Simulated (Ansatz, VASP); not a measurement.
# One calculation of AlRu, two programs

```
CELL_PARAMETERS angstrom
2.92274 0.00000 0.00000
0.00000 2.92274 0.00000
0.00000 0.00000 2.92274
ATOMIC_POSITIONS crystal
Al 0.00000 0.00000 0.00000
Ru 0.50000 0.50000 0.50000
```

Alike in both runs: functional r2SCAN; k mesh 11 × 11 × 11; occupations fermi-dirac, width 0.1 eV; no spin polarisation.

Ansatz relaxed the structure, and its values are those at the end. VASP's run is a single point on that final structure, the one shown.

|  | VASP | Ansatz |
| --- | --- | --- |
| version | VASP 6.6.1 | Ansatz 0.2.0 |
| potentials or method | VASP PAW PBE potentials, release 64 (Al, Ru_pv) | PAW plane waves |
| plane-wave cutoff (eV) | 520 | 500 |
| valence electrons in the cell | 17 | 19 |

```tsv
	VASP	Ansatz	Ansatz less VASP
pressure (GPa)	15.8	15.6	-0.23
```

The two sets of potentials don't hold the same shells in valence. Ansatz warned: «stress_scf_threshold_loose».

Caveats: so large a pressure means that the cell lies far from this level's equilibrium, or that cutoff or potentials fall short (VASP); the potentials were made for another functional, which shifts forces and pressure (VASP).
